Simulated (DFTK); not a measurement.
Crystal: NaF (Villiaumite).

```
Na F
1.0
     0.00000    2.32000    2.32000
     2.32000    0.00000    2.32000
     2.32000    2.32000    0.00000
Na F
1 1
Direct
  0.00000 0.00000 0.00000
  0.50000 0.50000 0.50000
```

Program: DFTK 0.8.2. Alike in all runs: no spin polarisation; cell as given; smearing fermi-dirac 0.05 eV.

Q: Order these runs on this cell by their band gap on the k mesh, lowest first.
A. level PBEsol; potentials or basis SG15 1.2 (PBE); k mesh 10 × 10 × 10; cutoff (eV) 952; SCF tolerance on the density 1e-06; mesh quality not flagged
B. level PBE0; potentials or basis SG15 1.2 (PBE); k mesh 2 × 2 × 2; cutoff (eV) 952; SCF tolerance on the density 1e-05; symmetries used no; mesh quality coarse
C. level PBE; potentials or basis dojo.nc.sr.pbe.v0_4_1.standard.upf (PBE); k mesh 10 × 10 × 10; cutoff (eV) 1197; SCF tolerance on the density 1e-06; mesh quality not flagged

A: A (6.14 eV), C (6.32 eV), B (9.27 eV).

Caveats: some runs use coarse meshes; the program's treatment of exact exchange at zero wave vector lowers gaps by one to five hundredths of an eV on this mesh and cutoff (some runs).

A k mesh can miss the band edges.

Not every run made on this cell is shown here.
